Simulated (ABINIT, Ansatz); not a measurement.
## BAs (F-43m): G0W0 with ABINIT, start to end

Aim: the G0W0 gap of BAs (F-43m) on PBE, step by step.

Program: ABINIT 10.8.3. Level of theory: PBE and many-body steps on it, plane waves. Results are calculated unless marked as measured.

**The experiments to reproduce.**

- Gap 2.02 eV: indirect gap from square root of absorption coefficient, average of three samples; transmission and reflection spectroscopy; 300 K; bulk crystal (CVT-grown platelets about 10 um thick) (“Optical properties of cubic boron arsenide”, 2019, arxiv:1911.04914).

- Gap 4.12 eV: direct gap from square of absorption coefficient, average of two samples; spectroscopic ellipsometry; 300 K; bulk crystal (CVT-grown opaque bulk crystals) (“Optical properties of cubic boron arsenide”, 2019, arxiv:1911.04914).

- Gap 1.82 eV: indirect gap from Tauc plot of optical absorption; UV-visible absorption, indirect Tauc plot; 300 K; bulk crystal (three thin as-grown single crystals with the same absorption edge) (“Photoluminescence mapping and time-domain thermo-photoluminescence for rapid imaging and measurement of thermal conductivity of boron arsenide”, 2019, arxiv:1910.07149).

### Step 1. Starting point

The structure is cubic, space group F-43m (No. 216). Conventional cell: a = 4.777 Å, b = 4.777 Å, c = 4.777 Å, α = 90.00°, β = 90.00°, γ = 90.00°. B has 4 As at 2.07 Å nearest. As has 4 B at 2.07 Å nearest. Farther neighbours are not listed.

As a file:

```cif
data_structure
_symmetry_space_group_name_H-M 'F-43m'
_symmetry_Int_Tables_number 216
_cell_length_a 4.7770
_cell_length_b 4.7770
_cell_length_c 4.7770
_cell_angle_alpha 90.000
_cell_angle_beta 90.000
_cell_angle_gamma 90.000
_cell_volume 109.01
loop_
_atom_site_label
_atom_site_type_symbol
_atom_site_symmetry_multiplicity
_atom_site_Wyckoff_symbol
_atom_site_fract_x
_atom_site_fract_y
_atom_site_fract_z
_atom_site_occupancy
B1 B 4 a 0.00000 0.00000 0.00000 1
As1 As 4 d 0.25000 0.25000 0.75000 1
```

The cell and positions come from the Crystallography Open Database and are kept as given unless a step says otherwise.

### Step 2. Ground state

This step: ABINIT 10.8.3; DFT, PBE, plane waves, norm-conserving pseudopotentials.

The ground-state density comes first.

File run.abi:

```
acell 3*1.0 Angstrom
rprim 
  -0.000000000000 2.388500000000 2.388500000000
  2.388500000000 -0.000000000000 2.388500000000
  2.388500000000 2.388500000000 -0.000000000000
ntypat 2
znucl 5 33
natom 2
typat 1 2
xred 
  0.000000000000 0.000000000000 0.000000000000
  0.250000000000 0.250000000000 0.250000000000
pp_dirpath "pseudos"
pseudos "B.upf, As.upf"
ecut 44
ngkpt 8 8 8
nshiftk 1
shiftk 0 0 0
kptopt 1
chksymbreak 0
nband 18
occopt 1
tolvrs 1e-10
nstep 60
prtwf 0
optforces 0
optstress 0
indata_prefix "in"
outdata_prefix "out"
tmpdata_prefix "tmp"
```

On the command line:

```
$ OMP_NUM_THREADS=1 mpirun -n 4 abinit run.abi > log
```

Numbers of over 12 decimals in the logs are rounded to 6 here.

The log of the run:

```text
.Version 10.8.3 of ABINIT. v10.8.2 released Aug 2026.

 Symmetries : space group F-4 3 m (#216); Bravais cF (face-center cubic)
================================================================================
 Values of the parameters that define the memory need of the present run
     intxc =       0    ionmov =       0      iscf =       7    lmnmax =       6
     lnmax =       6     mgfft =      40  mpssoang =       3    mqgrid =    3001
     natom =       2  nloc_mem =       1    nspden =       1   nspinor =       1
    nsppol =       1      nsym =      24    n1xccc =    2501    ntypat =       2
    occopt =       1   xclevel =       2
-    mband =          18        mffmem =           1         mkmem =           8
       mpw =        2601          nfft =       64000          nkpt =          29
================================================================================
  Rough estimation (10% accuracy) of disk space for files :
================================================================================

--------------------------------------------------------------------------------
------------- Echo of variables that govern the present computation ------------
--------------------------------------------------------------------------------
 -outvars: echo values of preprocessed input variables --------
            acell      1.8897261259E+00  1.8897261259E+00  1.8897261259E+00 Bohr

      chksymbreak           0
             ecut      4.40000000E+01 Hartree
-          fftalg         312

              ixc     -101130
              kpt      0.00000000E+00  0.00000000E+00  0.00000000E+00
                       1.25000000E-01  0.00000000E+00  0.00000000E+00
                       2.50000000E-01  0.00000000E+00  0.00000000E+00
                       3.75000000E-01  0.00000000E+00  0.00000000E+00
                       5.00000000E-01  0.00000000E+00  0.00000000E+00
                       1.25000000E-01  1.25000000E-01  0.00000000E+00
                       2.50000000E-01  1.25000000E-01  0.00000000E+00
                       3.75000000E-01  1.25000000E-01  0.00000000E+00
                       5.00000000E-01  1.25000000E-01  0.00000000E+00
   [... 18 further rows ...]
                      -3.75000000E-01  5.00000000E-01  1.25000000E-01
                      -2.50000000E-01  5.00000000E-01  2.50000000E-01
         kptrlatt        8    0    0      0    8    0      0    0    8
          kptrlen      5.10656775E+01
P           mkmem           8
            natom           2
            nband          18
            ngfft          40      40      40
             nkpt          29
            nstep          60
             nsym          24
           ntypat           2
              occ      2.000000  2.000000  2.000000  2.000000  2.000000  2.000000
                       2.000000  2.000000  2.000000  2.000000  2.000000  2.000000
                       2.000000  0.000000  0.000000  0.000000  0.000000  0.000000
        optforces           0
        optstress           0
            prtwf           0
            rprim     -0.0000000000E+00  2.3885000000E+00  2.3885000000E+00
[...]
spgroup         216

           tolvrs      1.00000000E-10

             xred      0.0000000000E+00  0.0000000000E+00  0.0000000000E+00
[...]
znucl        5.00000   33.00000

================================================================================

 chkinp: Checking input parameters for consistency.

================================================================================
== DATASET  1 ==================================================================
-   mpi_nproc: 4, omp_nthreads: 1 (-1 if OMP is not activated)

--- !DatasetInfo
iteration_state: {dtset: 1, }
dimensions: {natom: 2, nkpt: 29, mband: 18, nsppol: 1, nspinor: 1, nspden: 1, mpw: 2601, }
cutoff_energies: {ecut:  44.0, pawecutdg:  -1.0, }
electrons: {nelect:   2.60000000E+01, charge:   0.00000000E+00, occopt:   1.00000000E+00, tsmear:   1.00000000E-02, }

 Real(R)+Recip(G) space primitive vectors, cartesian coordinates (Bohr,Bohr^-1):
 R(1)=  0.0000000  4.5136109  4.5136109  G(1)= -0.1107761  0.1107761  0.1107761
 R(2)=  4.5136109  0.0000000  4.5136109  G(2)=  0.1107761 -0.1107761  0.1107761
 R(3)=  4.5136109  4.5136109  0.0000000  G(3)=  0.1107761  0.1107761 -0.1107761
 Unit cell volume ucvol=  1.8390873E+02 bohr^3
 Angles (23,13,12)=  6.00000000E+01  6.00000000E+01  6.00000000E+01 degrees

 getcut: wavevector=  0.0000  0.0000  0.0000  ngfft=  40  40  40
         ecut(hartree)=     44.000   => boxcut(ratio)=   2.09860

--- Pseudopotential description ------------------------------------------------
- B Generated using ONCVPSP code by D. R. Hamann
-  5.00000   3.00000  171031                  znucl, zion, pspdat
12 -101130 1 -1 1534                          pspcod,pspxc,lmax,lloc,mmax
     nproj     2     2     0
  pspatm : epsatm=    3.38844616
         --- l  ekb(1:nproj) -->
[...]
pspatm: atomic psp has been read  and splines computed

- As Generated using ONCVPSP code by D. R. Hamann
- 33.00000  23.00000  171031                  znucl, zion, pspdat
12 -101130 2 -1 1358                          pspcod,pspxc,lmax,lloc,mmax
     nproj     2     2     2
  pspatm : epsatm=   24.77333152
         --- l  ekb(1:nproj) -->
[...]
2  -10.105298   -4.355719
 pspatm: atomic psp has been read  and splines computed

   7.32206220E+02                                ecore*ucvol(ha*bohr**3)
--------------------------------------------------------------------------------

_setup2: Arith. and geom. avg. npw (full set) are    2564.154    2564.133

================================================================================

--- !BeginCycle
iteration_state: {dtset: 1, }
solver: {iscf: 7, nstep: 60, nline: 4, wfoptalg: 0, }
tolerances: {tolvrs: 1.00E-10, }

     iter   Etot(hartree)      deltaE(h)  residm     vres2
 ETOT  1  -307.28277226239    -3.073E+02 1.451E+00 2.107E+02
 ETOT  2  -308.18137084335    -8.986E-01 4.681E-02 9.286E+01
 ETOT  3  -308.19264815402    -1.128E-02 4.179E-02 1.329E+00
 ETOT  4  -308.19277605002    -1.279E-04 1.708E-03 3.985E-02
 ETOT  5  -308.19279338962    -1.734E-05 7.103E-05 1.145E-02
 ETOT  6  -308.19279455617    -1.167E-06 1.440E-04 2.116E-04
 ETOT  7  -308.19279456963    -1.345E-08 1.289E-05 4.646E-06
 ETOT  8  -308.19279456994    -3.166E-10 2.002E-05 4.544E-08
 ETOT  9  -308.19279456993     1.529E-11 1.139E-05 1.993E-09
 ETOT 10  -308.19279456992     1.398E-11 1.824E-05 2.264E-11

 At SCF step   10       vres2   =  2.26E-11 < tolvrs=  1.00E-10 =>converged.

--- !ResultsGS
iteration_state: {dtset: 1, }
comment   : Summary of ground state results
lattice_vectors:
- [ -0.0000000,   4.5136109,   4.5136109, ]
- [  4.5136109,  -0.0000000,   4.5136109, ]
- [  4.5136109,   4.5136109,  -0.0000000, ]
lattice_lengths: [   6.38321,    6.38321,    6.38321, ]
lattice_angles: [ 60.000,  60.000,  60.000, ] # degrees, (23, 13, 12)
lattice_volume:   1.8390873E+02
convergence: {deltae:  1.398E-11, res2:  2.264E-11, residm:  1.824E-05, diffor:  0.000E+00, }
etotal    :  -3.08192795E+02
entropy   :   0.00000000E+00
fermie    :   2.93949411E-01
cartesian_stress_tensor: null
pressure_GPa: null
xred      :
- [  0.0000E+00,   0.0000E+00,   0.0000E+00,  B]
- [  2.5000E-01,   2.5000E-01,   2.5000E-01, As]
cartesian_forces: null
force_length_stats: {min: null, max: null, mean: null, }

 Integrated electronic density in atomic spheres:
 ------------------------------------------------
 Atom  Sphere_radius  Integrated_density
    1        2.00000          2.57184315
    2        2.00000         20.47813491
================================================================================

 ----iterations are completed or convergence reached----

 Mean square residual over all n,k,spin=   60.034E-09; max=  18.236E-06
 reduced coordinates (array xred) for    2 atoms
       0.000000000000      0.000000000000      0.000000000000
       0.250000000000      0.250000000000      0.250000000000
 rms dE/dt=  0.0000E+00; max dE/dt=  0.0000E+00; dE/dt below (all hartree)
    1       0.000000000000      0.000000000000      0.000000000000
    2       0.000000000000      0.000000000000      0.000000000000

 cartesian coordinates (angstrom) at end:
    1      0.000000     0.000000     0.000000
    2      1.194250     1.194250     1.194250
 length scales=  1.889726125908  1.889726125908  1.889726125908 bohr
              =  1.000000000000  1.000000000000  1.000000000000 angstroms
 prteigrs : about to open file out_EIG
 Fermi (or HOMO) energy (hartree) =   0.29395   Average Vxc (hartree)=  -0.41185
 Eigenvalues (hartree) for nkpt=  29  k points:
 kpt#   1, nband= 18, wtk=  0.00195, kpt=  0.0000  0.0000  0.0000 (reduced coord)
  -6.52474   -4.44262   -4.44262   -4.44262   -1.02470   -1.02470   -1.02470   -1.02395
  -1.02395   -0.27205    0.29395    0.29395    0.29395    0.41483    0.41483    0.41483
   0.46596    0.64661
 prteigrs : prtvol=0 or 1, do not print more k-points.

--- !EnergyTerms
iteration_state     : {dtset: 1, }
comment             : Components of total free energy in Hartree
kinetic             :  1.38353924928963E+02
hartree             :  1.24507800013425E+02
xc                  : -2.89029142097494E+01
Ewald energy        : -1.42752833839720E+02
psp_core            :  3.98135661095920E+00
local_psp           : -3.25924045357233E+02
non_local_psp       : -7.74560827165594E+01
total_energy        : -3.08192794569915E+02
total_energy_eV     : -8.38635317127023E+03
band_energy         : -4.95260199424558E+01

== END DATASET(S) ==============================================================
================================================================================

 -outvars: echo values of variables after computation  --------
           etotal     -3.0819279457E+02
            nband          18
             nkpt          29
          spgroup         216
 [... the other variables as echoed above ...]

 Calculation completed.
```

The job ended after 24 s (4 MPI ranks of Intel Xeon Platinum 8375C at 2.90GHz (Ice Lake), shared host; peak memory 0.35 GiB).

Numbers from this step:

```
total energy               : -8386.3532 eV
gap                        : 1.208 eV
k of the valence top       : 0, 0, 0
k of the conduction bottom : 0.375, 0.375, 0
least direct gap           : 3.289 eV
```

The gap is indirect, with the least direct gap 2.08 eV higher.

[end of part 1 of 3]

[Paths, hosts, dates, memory and timing lines, banners, echoed tables and standing remarks are left out of the program output.]

[Logs are printed without paths, hosts, clocks, repeated set-up lines and the standing remarks that a program may print on its own settings, such as how far it seeks lower states.]

[Runs of the session that timed out or met a known fault of the program may be left out.]

[Hosts, paths, dates, database ids (printed as entryN), source tags and the programs' standing remarks are cut or masked in the printed files.]

[G0W0 gaps are taken among the corrected bands and points alone; a level outside them can change the order at an edge.]

[Where Ansatz stands beside ABINIT at settings called matched, ABINIT's density can come from a denser mesh and the files from another edition; pairs whose starting gaps differed by over 0.03 eV were left out, so agreement reads better than it is.]
